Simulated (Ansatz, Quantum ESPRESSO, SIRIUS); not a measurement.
# One calculation of Sb, 3 ways

```
Sb
1.0
     0.00000    2.37124    2.37124
     2.37124    0.00000    2.37124
     2.37124    2.37124    0.00000
Sb
1
Direct
  0.00000 0.00000 0.00000
```

This isn't the form of Sb at room conditions, which is rhombohedral.

Alike in all runs: task single point; functional PBEsol; k mesh 10 × 10 × 10; occupations fermi-dirac, width 0.05 eV; no spin polarisation; no spin-orbit coupling. Pressure is positive in compression and, in plane waves, holds the error of the finite cutoff.

```csv
program and potentials,plane-wave cutoff (eV),notes,band gap (eV),pressure (GPa)
"Ansatz, all-electron LAPW, scalar-relativistic",-,-,no gap,-1.19
"SIRIUS, PseudoDojo 0.4.1 PBEsol standard (scalar relativistic)",1102,-,?,?
"Quantum ESPRESSO, GBRV 1.5 PBEsol",612,-,no gap,-1.34
```

Question: Estimate from the other rows what the run with SIRIUS, PseudoDojo 0.4.1 PBEsol standard (scalar relativistic) gave.

Answer: No band gap; pressure -1.18 GPa. The other rows, which needn't bracket it: pressure -1.34 to -1.19.
